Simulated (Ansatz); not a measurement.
Crystal: ZnO (zincite).

```
CELL_PARAMETERS angstrom
3.24931 0.00000 0.00000
-1.62465 2.81398 0.00000
0.00000 0.00000 5.20571
ATOMIC_POSITIONS crystal
Zn 0.66667 0.33333 0.00000
Zn 0.33333 0.66667 0.50000
O 0.33333 0.66667 0.87901
O 0.66667 0.33333 0.37901
```

- Program: Ansatz 0.2.0
- Task: relaxation of cell and atoms
- Functional: rPW86-PBE
- Dispersion: rVV10
- Potentials or basis: Ansatz PAW
- Cutoff: 420 eV (not typed: the program's choice for these potentials)
- k mesh: 9 × 9 × 5
- Occupations: fermi-dirac, width 0.05 eV
- Spin: no spin polarisation

At the start: volume 11.90 Å³/atom.

Task: Where does the relaxation end?

Result: It ends after 8 steps and the volume is 12.41 Å³/atom (+4.3 %); space group P6_3mc (No. 186, to 0.05 Å).

The path:
| step | energy change (eV) | largest force (eV/Å) | volume (Å³) |
| --- | --- | --- | --- |
| 1 | 0.0000 | 0.0696 | 47.60 |
| 2 | -0.0243 | 0.0380 | 48.64 |
| 3 | -0.0277 | 0.0193 | 49.46 |
| 4 | -0.0277 | 0.0102 | 49.47 |
| 5 | -0.0276 | 0.0003 | 49.52 |
| 6 | -0.0385 | 0.0008 | 49.52 |
| 7 | -0.0381 | 0.0003 | 49.63 |
| 8 | -0.0387 | 0.0002 | 49.63 |

Final structure:
```yaml
crystal:
  lattice:
    - [3.28389, 0.00000, 0.00000]
    - [-1.64194, 2.84393, 0.00000]
    - [0.00000, 0.00000, 5.31382]
  atoms:
    - { symbol: Zn, position: [0.66667, 0.33333, 0.00037] }
    - { symbol: Zn, position: [0.33333, 0.66667, 0.50037] }
    - { symbol: O, position: [0.33333, 0.66667, 0.87864] }
    - { symbol: O, position: [0.66667, 0.33333, 0.37864] }
```

Caveat: the plane-wave basis is chosen anew once the cell has moved, so the energies of steps on either side of that aren't comparable; the pressure holds a Pulay correction of +0.7 GPa for the finite cutoff; the PAW data sets come from PBE, with cores solved anew for the run's functional, which leaves a small shift of forces and pressure.
